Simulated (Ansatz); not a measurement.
# Si2Mo (I4/mmm) in Ansatz: notebook

One crystal, Si2Mo, is run at these levels: PBEsol; tasks: band structure.

All numbers are computed with Ansatz 0.2.0; they aren't measurements. Logs are shortened: lines on timing, memory, paths and dates and some standing lists are left out, and cuts for length are marked.

## (1) Starting point

The structure is tetragonal, space group I4/mmm (No. 139). Conventional cell: a = 3.200 Å, b = 3.200 Å, c = 7.861 Å, α = 90.00°, β = 90.00°, γ = 90.00°. Around Mo (site symmetry 4/mmm) lie 10 Si at 2.62 Å. Si (site symmetry 4mm) is surrounded by 5 Si at 2.61 to 2.63 Å and 5 Mo at 2.62 Å.

## (2) Band structure, PBEsol

input.yaml

```yaml
crystal:
  lattice:
    - [-1.6, 1.6, 3.9305]
    - [1.6, -1.6, 3.9305]
    - [1.6, 1.6, -3.9305]
  atoms:
    - { symbol: Mo, position: [0.0, 0.0, 0.0] }
    - { symbol: Si, position: [0.667, 0.667, 0.0] }
    - { symbol: Si, position: [0.333, 0.333, 0.0] }
kpoints:
  mp_grid: { grid: [12, 12, 12] }
  band_path:
    path:
      - [0.0, 0.0, 0.0]
      - [0.0, 0.0, 0.5]
      - [-0.0828541695, 0.0828541695, 0.5]
      - [-0.2914270847, 0.2914270847, 0.2914270847]
      - [0.0, 0.0, 0.0]
      - [0.5, 0.5, -0.5]
      - [0.2914270847, 0.7085729153, -0.2914270847]
      - [0.0, 0.5, 0.0]
    npoints: 12
scf:
  occupations: { method: fermi_dirac, width: 0.05 }
hamiltonian:
  xc: pbesol
  pseudopotentials:
    kind: all_electron
    lapw: { basis_error: 0.002 }
    relativity: none
output:
  forces: true
  stress: true
  eigenvalues: true
```

Potentials or basis: all-electron LAPW, non-relativistic.

The run is started by

```
> ansatz run input.yaml --threads 2 --pin off --max-ram 8192MiB --backend cpu --events-out ev --progress --plain --runs-dir out
```

What it wrote:

```text
Warning: RAYON_NUM_THREADS=2 ignored (pool sized by the plan → 2); use --threads N
LAPW: plane waves up to 7.322 Å⁻¹, error target 2.0e-3 eV per atom; Si in spheres of 1.162 Å, 12 of its electrons in bands, Dirac shells []; Mo in spheres of 1.454 Å, 24 of its electrons in bands, Dirac shells [] (how accurate: hamiltonian.pseudopotentials.lapw.basis_error, Limitations)
Engine: ansatz 0.2.0, x86_64-unknown-linux-gnu
Pseudopotentials: kind: all_electron
Pseudopotential: Mo, LAPW, valence charge 24, lapw/all_electron/none/Mo, Schrödinger's equation, point nucleus
Pseudopotential: Si, LAPW, valence charge 12, lapw/all_electron/none/Si, Schrödinger's equation, point nucleus
Functional definition: PBEsol
  exchange = pbesol_x
  correlation = pbesol_c
Crystal: 3 atoms, lattice volume = 40.248 Å³
Basis set: ecut = 204.28575571382424 eV, 269 PW (Γ), FFT grids on a1+a3, a2+a3, a3, exchange–correlation at level 2
Bands: 29, of which v1, the nominal top of the filled ones, is band 24 counted from 1 (23 counted from 0)
Symmetry: 16 space group operations
Space group: I4/mmm (ITA 139), of the structure as read, at distance tolerance 3.4e-5 Å
k-points: 163 of 1728
Non-local potential: Mo, projectors of the file, none
Non-local potential: Si, projectors of the file, none
Initial density: superposition of atomic densities (chi_scale 0.1, normalization cell, long waves kept (reshape's long-wave potential 0.00 eV rms))
Initial wavefunctions: plane waves of lowest kinetic energy (no species holds an atomic orbital)
Functional: x = pbesol(κ = 0.804, μ = 0.12345679012345678), c = pbesol(β = 0.046)
iter 1 solved again at ethr=1.47e-3 eV; its pass at ethr=1.00e-1 eV (dr2=7.04e-1 eV) is discarded
SCF iter   1: F=—  HF=-123897.648444 eV  |F-HF|=—  |Δ(HF+E_count)|=         —  Δρ=3.99e-2  dr2=7.06e-1  ethr=1.47e-3  ⟨swp⟩=2.0  Hψ=31389  notcnv=0
preconditioner: auto → Kerker (q_TF=auto, 2.810 Å⁻¹)  [metal: Δε(μ)=0.057 eV  Ē_g=8.467 eV  σ=0.050 eV  W_gap=0.26  n_scr=14 (ndim 8)  ℏωp=21.9 eV  f_vac=0.000  D(μ)=0.25/eV (n_scr^D=0)]
SCF iter   2: F=—  HF=-123897.162562 eV  |F-HF|=—  |Δ(HF+E_count)|=   4.86e-1  Δρ=3.05e-2  dr2=7.67e-1  ethr=1.47e-3  ⟨swp⟩=3.0  Hψ=14929  notcnv=0
SCF iter   3: F=—  HF=-123896.866661 eV  |F-HF|=—  |Δ(HF+E_count)|=   2.96e-1  Δρ=1.41e-2  dr2=7.50e-2  ethr=1.47e-3  ⟨swp⟩=2.0  Hψ=13215  notcnv=0
SCF iter   4: F=—  HF=-123896.837659 eV  |F-HF|=—  |Δ(HF+E_count)|=         —  Δρ=3.91e-3  dr2=1.21e-2  ethr=1.56e-4  ⟨swp⟩=2.0  Hψ=13947  notcnv=0
the basis was enlarged: its passes take 193.1 KiB over the memory plan, 2 of 2 planned eigensolver slots
SCF iter   5: F=—  HF=-123896.836904 eV  |F-HF|=—  |Δ(HF+E_count)|=   7.55e-4  Δρ=2.12e-3  dr2=3.00e-3  ethr=2.51e-5  ⟨swp⟩=2.2  Hψ=13442  notcnv=0
SCF iter   6: F=—  HF=-123896.835150 eV  |F-HF|=—  |Δ(HF+E_count)|=   1.75e-3  Δρ=1.08e-3  dr2=7.98e-4  ethr=6.25e-6  ⟨swp⟩=2.0  Hψ=13248  notcnv=0
iter 7 solved again at ethr=8.26e-8 eV; its pass at ethr=1.66e-6 eV (dr2=3.96e-5 eV) is discarded
SCF iter   7: F=—  HF=-123896.834550 eV  |F-HF|=—  |Δ(HF+E_count)|=   6.00e-4  Δρ=2.44e-4  dr2=3.96e-5  ethr=8.26e-8  ⟨swp⟩=2.0  Hψ=22886  notcnv=0
SCF iter   8: F=—  HF=-123896.834521 eV  |F-HF|=—  |Δ(HF+E_count)|=   2.87e-5  Δρ=2.95e-5  dr2=5.10e-7  ethr=8.26e-8  ⟨swp⟩=2.0  Hψ=13245  notcnv=0
SCF iter   9: F=—  HF=-123896.834521 eV  |F-HF|=—  |Δ(HF+E_count)|=   7.31e-8  Δρ=1.50e-5  dr2=2.02e-7  ethr=1.06e-9  ⟨swp⟩=2.0  Hψ=13248  notcnv=0
SCF iter  10: F=-123896.834521 eV  HF=-123896.834521 eV  |F-HF|=2.39e-8  |Δ(HF+E_count)|=   5.84e-8  Δρ=3.82e-6  dr2=1.32e-8  ethr=4.20e-10  ⟨swp⟩=2.0  Hψ=13245  notcnv=0
SCF 1 converged in 10 iterations: F = -123896.834521 eV  dr2 = 1.32e-8
NSCF: frozen V_eff on 85 k-points
SCF converged after 10 iterations
Free energy (F): -123896.834521 eV
Harris-Foulkes:  -123896.834521 eV  (|F-HF|=2.39e-8)
Internal energy: -123896.832153 eV  (E = F + TS)
E sigma→0 (E₀):  -123896.833337 eV
Entropy (-TS):   -0.002368 eV (-0.789 meV/atom)
Fermi energy:    17.970667 eV
--- Per-component energies (eV) ---
  E_band       = -3342.326114
  E_kinetic    = 123808.744970
  E_xc         = -4356.607888
  E_electrostatic = -243348.969235  (all electrons and nuclei)
  E_smearing   = -0.002368  (= −TS)
  E_closure    = 0.000000  (closes the sum)
  E_atoms      = -123872.162561  (free atoms, spherical and without spin; not in F)
  Σ components = -123896.834521   (vs F -123896.834521, Δ=0.00e0)
  Basis errors (estimates in eV, not in F): energy 6.7e-4 per atom: plane waves 5.8e-4 (3.1e-4 summed), levels above the bands 3.2e-46, relativity 0.0e0, radial functions 8.7e-5, core shells 9.8e-7; eigenvalues (radial functions only) 4.2e-6; not estimated: angular momenta, meshes, grids; target (lapw.basis_error) 2.0e-3; muffin-tin radii Si 1.162 Å, Mo 1.454 Å
--- Forces (eV/Å), atoms counted from 1 ---
  atom   1  Mo     0.00000000    -0.00000000     0.00000000
  atom   2  Si     0.00000000     0.00000000    -0.31726156
  atom   3  Si     0.00000000     0.00000000     0.31726156
  max |Σ_I F_I| component: 1.11e-16 eV/Å
--- Stress (GPa, compression-positive) ---
       -1.019103       0.000000       0.000000
        0.000000      -1.019103      -0.000000
        0.000000      -0.000000      -1.504034
  P = ⅓ Tr σ = -1.1807 GPa (-11.807 kbar)
--- Band table (eV; the first three rows and the last of 163) ---
  k-point 0: bands = ["-202.6081", "-202.5931", "-202.5766", "-202.5724", "-202.5724", "-115.3551", "-115.3531", "-72.3335", "-72.3335", "-72.3285", "-72.3285", "-72.3178", "-72.3109", "-38.8349", "-15.8674", "-15.7394", "-15.7394", "4.7666", "11.7306", "14.7000", "14.9413", "15.3374", "15.3374", "18.3406", "21.1195", "21.2287", "21.7703", "21.7703", "21.9927"]
  k-point 1: bands = ["-202.6081", "-202.5931", "-202.5766", "-202.5724", "-202.5724", "-115.3551", "-115.3532", "-72.3336", "-72.3332", "-72.3290", "-72.3285", "-72.3176", "-72.3109", "-38.8315", "-15.8636", "-15.7582", "-15.7554", "4.9778", "11.9188", "13.9832", "14.8168", "15.0146", "16.1225", "17.6256", "20.5808", "21.3747", "21.4287", "21.8474", "22.5799"]
  k-point 2: bands = ["-202.6081", "-202.5931", "-202.5766", "-202.5724", "-202.5724", "-115.3549", "-115.3533", "-72.3338", "-72.3323", "-72.3303", "-72.3285", "-72.3172", "-72.3111", "-38.8223", "-15.8534", "-15.8075", "-15.7990", "5.5897", "12.3723", "13.2674", "13.7659", "15.2445", "16.2293", "16.7086", "20.2160", "21.3146", "21.5975", "21.9400", "22.9281"]
  k-point 162: bands = ["-202.6081", "-202.5931", "-202.5766", "-202.5724", "-202.5724", "-115.3547", "-115.3535", "-72.3338", "-72.3338", "-72.3282", "-72.3282", "-72.3147", "-72.3140", "-38.8339", "-15.8961", "-15.7413", "-15.7413", "6.4959", "8.3003", "14.4693", "15.7520", "17.3566", "17.3566", "17.5597", "17.5597", "18.4706", "22.6770", "23.3114", "23.8532"]
```

Run time: 47 s. Hardware: 2 threads of Intel Xeon at 2.50GHz (Skylake/Cascade Lake), shared host; peak memory 0.6 GiB.

What came out:

```
Free energy             : -123896.8345 eV
Pressure                : -1.2 GPa
Largest force           : 0.317 eV/Å
Band gap along the path : none (metal or under the smearing width)
```

Forces on the atoms (eV/Å):
```
Mo   0.000  0.000  0.000
Si   0.000  0.000 -0.317
Si   0.000  0.000  0.317
```

Stress tensor (GPa, compression positive):
```
-1.02  0.00  0.00
 0.00 -1.02  0.00
 0.00  0.00 -1.50
```

Levels at the corners of the path, in eV from the Fermi level:
```
point  band 21  band 22  band 23  band 24  band 25  band 26  band 27  band 28
    Γ    -3.03    -2.63    -2.63     0.37     3.15     3.26     3.80     3.80
    X    -5.11    -4.36    -3.05    -0.91     2.21     2.67     3.16     3.19
    Y    -4.33    -3.78    -2.92    -1.51     1.71     2.00     2.54     4.74
    S    -2.76    -2.39    -2.27    -0.46     1.44     3.28     3.61     4.58
    Γ    -3.03    -2.63    -2.63     0.37     3.15     3.26     3.80     3.80
    Z    -2.22    -0.61    -0.61    -0.41    -0.41     0.50     4.71     5.34
   S1    -2.76    -2.39    -2.27    -0.46     1.44     3.28     3.61     4.58
    N    -4.32    -2.62    -2.49    -0.55     2.19     3.10     4.09     4.36
```

Caveat: relativity is left out, which matters for the heavier elements.

## (3) Band structure, PBEsol

Edit input.yaml of step 2 so:

```diff
@@ -26,6 +26,3 @@
   xc: pbesol
-  pseudopotentials:
-    kind: all_electron
-    lapw: { basis_error: 0.002 }
-    relativity: none
+  pseudopotentials: { kind: all_electron, datasets: crystal }
 output:
@@ -34 +31,3 @@
   eigenvalues: true
+  elf: true
+  volumetric_format: npy
```

Potentials or basis: all-electron PAW datasets made for the crystal.

The run is started by

```
> ansatz run input.yaml --threads 2 --pin off --max-ram 8192MiB --backend cpu --events-out ev --progress --plain --runs-dir out
```

It took 32 s on 2 threads of Intel Xeon at 2.50GHz (Skylake/Cascade Lake), shared host; peak memory 0.64 GiB.

Results (log left out):

* Free energy: -125877.0378 eV
* Pressure: -2.7 GPa
* Largest force: 0.326 eV/Å
* Band gap along the path: none (metal or under the smearing width)

Forces on the atoms (eV/Å):
```
Mo   0.000  0.000  0.000
Si   0.000  0.000 -0.326
Si   0.000  0.000  0.326
```

Stress tensor (GPa, compression positive):
```
-2.28  0.00  0.00
 0.00 -2.28  0.00
 0.00  0.00 -3.53
```

Levels at the corners of the path, in eV from the Fermi level:
| point | band 3 | band 4 | band 5 | band 6 | band 7 | band 8 | band 9 | band 10 | band 11 |
| --- | --- | --- | --- | --- | --- | --- | --- | --- | --- |
| Γ | -3.47 | -3.06 | -2.66 | -2.66 | 0.41 | 3.07 | 3.08 | 3.63 | 3.63 |
| X | -5.71 | -5.27 | -4.51 | -3.08 | -1.15 | 2.30 | 2.70 | 3.01 | 3.25 |
| Y | -5.60 | -4.51 | -3.89 | -2.95 | -1.73 | 1.76 | 1.94 | 2.57 | 4.70 |
| S | -6.79 | -2.81 | -2.42 | -2.34 | -0.43 | 1.48 | 3.05 | 3.55 | 4.50 |
| Γ | -3.47 | -3.06 | -2.66 | -2.66 | 0.41 | 3.07 | 3.08 | 3.63 | 3.63 |
| Z | -3.54 | -2.31 | -0.60 | -0.60 | -0.52 | -0.52 | 0.55 | 4.61 | 5.14 |
| S1 | -6.79 | -2.81 | -2.42 | -2.34 | -0.43 | 1.48 | 3.05 | 3.55 | 4.50 |
| N | -4.94 | -4.48 | -2.64 | -2.51 | -0.53 | 2.25 | 3.02 | 4.03 | 4.24 |

## (4) Band structure, PBEsol

Edit input.yaml of step 3 so:

```diff
@@ -26,3 +26,6 @@
   xc: pbesol
-  pseudopotentials: { kind: all_electron, datasets: crystal }
+  pseudopotentials:
+    kind: all_electron
+    lapw: { basis_error: 0.002 }
+    dirac_shells: { Mo: ["3p", "3d"], Si: ["2p"] }
 output:
@@ -31,3 +34 @@
   eigenvalues: true
-  elf: true
-  volumetric_format: npy
```

Potentials or basis: all-electron LAPW, inner shells corrected to Dirac's equation.

The run is started by

```
> ansatz run input.yaml --threads 2 --pin off --max-ram 8192MiB --backend cpu --events-out ev --progress --plain --runs-dir out
```

What it wrote:

```text
Warning: RAYON_NUM_THREADS=2 ignored (pool sized by the plan → 2); use --threads N
[... 52 lines left out ...]
--- Forces (eV/Å), atoms counted from 1 ---
  atom   1  Mo     0.00000000     0.00000000     0.00000000
  atom   2  Si     0.00000000     0.00000000    -0.32624203
  atom   3  Si    -0.00000000     0.00000000     0.32624203
  max |Σ_I F_I| component: 2.17e-19 eV/Å
--- Stress (GPa, compression-positive) ---
       -2.263758       0.000000       0.000000
        0.000000      -2.263758       0.000000
        0.000000       0.000000      -3.520809
  P = ⅓ Tr σ = -2.6828 GPa (-26.828 kbar)
--- Band table (eV; the first three rows and the last of 163) ---
  k-point 0: bands = ["-199.2818", "-199.2626", "-199.2505", "-199.2433", "-199.2433", "-115.9945", "-115.9926", "-72.2847", "-72.2847", "-72.2797", "-72.2797", "-72.2704", "-72.2634", "-42.6078", "-16.7974", "-16.6934", "-16.6934", "4.5767", "11.6794", "14.5718", "14.9761", "15.3736", "15.3736", "18.4482", "21.1086", "21.1182", "21.6664", "21.6664", "22.0873"]
  k-point 1: bands = ["-199.2818", "-199.2626", "-199.2505", "-199.2433", "-199.2433", "-115.9945", "-115.9926", "-72.2848", "-72.2844", "-72.2802", "-72.2797", "-72.2702", "-72.2635", "-42.6053", "-16.7940", "-16.7106", "-16.7081", "4.7913", "11.8706", "13.9259", "14.8451", "15.0407", "16.0697", "17.6900", "20.5546", "21.4211", "21.4815", "21.7555", "22.4847"]
  k-point 2: bands = ["-199.2818", "-199.2626", "-199.2505", "-199.2433", "-199.2433", "-115.9943", "-115.9928", "-72.2850", "-72.2835", "-72.2815", "-72.2797", "-72.2697", "-72.2637", "-42.5986", "-16.7847", "-16.7555", "-16.7481", "5.4136", "12.3370", "13.2290", "13.7840", "15.2465", "16.2335", "16.6027", "20.2686", "21.4196", "21.7107", "21.8834", "22.6815"]
  k-point 162: bands = ["-199.2818", "-199.2626", "-199.2505", "-199.2433", "-199.2433", "-115.9942", "-115.9929", "-72.2850", "-72.2850", "-72.2794", "-72.2794", "-72.2673", "-72.2665", "-42.6072", "-16.8220", "-16.6951", "-16.6951", "6.4053", "8.0286", "14.4959", "15.7266", "17.4417", "17.4417", "17.5121", "17.5121", "18.5828", "22.6457", "23.1801", "23.9113"]
```

It took 51 s on 2 threads of Intel Xeon at 2.50GHz (Skylake/Cascade Lake), shared host; peak memory 0.61 GiB.

Results:

- Free energy: -125892.6182 eV
- Pressure: -2.7 GPa
- Largest force: 0.326 eV/Å
- Band gap along the path: none (metal or under the smearing width)

Forces on the atoms (eV/Å):
```
Mo   0.000  0.000  0.000
Si   0.000  0.000 -0.326
Si   0.000  0.000  0.326
```

Stress tensor (GPa, compression positive):
```
-2.26  0.00  0.00
 0.00 -2.26  0.00
 0.00  0.00 -3.52
```

Levels at the corners of the path, in eV from the Fermi level:
| point | band 22 | band 23 | band 24 | band 25 | band 26 | band 27 |
| --- | --- | --- | --- | --- | --- | --- |
| Γ | -2.66 | -2.66 | 0.41 | 3.07 | 3.08 | 3.63 |
| X | -4.51 | -3.08 | -1.15 | 2.30 | 2.70 | 3.01 |
| Y | -3.89 | -2.95 | -1.73 | 1.76 | 1.94 | 2.57 |
| S | -2.42 | -2.34 | -0.43 | 1.48 | 3.05 | 3.55 |
| Γ | -2.66 | -2.66 | 0.41 | 3.07 | 3.08 | 3.63 |
| Z | -0.60 | -0.60 | -0.52 | -0.52 | 0.55 | 4.61 |
| S1 | -2.42 | -2.34 | -0.43 | 1.48 | 3.05 | 3.55 |
| N | -2.64 | -2.51 | -0.53 | 2.25 | 3.02 | 4.03 |

## (5) Overview

```csv
potentials or basis,cutoff (eV),basis error allowed,pressure (GPa),largest force (eV/Å)
"all-electron LAPW, non-relativistic",204,0.002 eV/atom,-1.2,0.32
all-electron PAW datasets made for the crystal,300,-,-2.7,0.33
"all-electron LAPW, inner shells corrected to Dirac's equation",205,0.002 eV/atom,-2.7,0.33
```

Alike in all rows: task band structure; level PBEsol; no spin polarisation; cell as given; k mesh 12 × 12 × 12; smearing fermi-dirac 0.05 eV.

Caveats: relativity is left out, which matters for the heavier elements (some runs).

Compare energies only between runs with the same functional and basis.
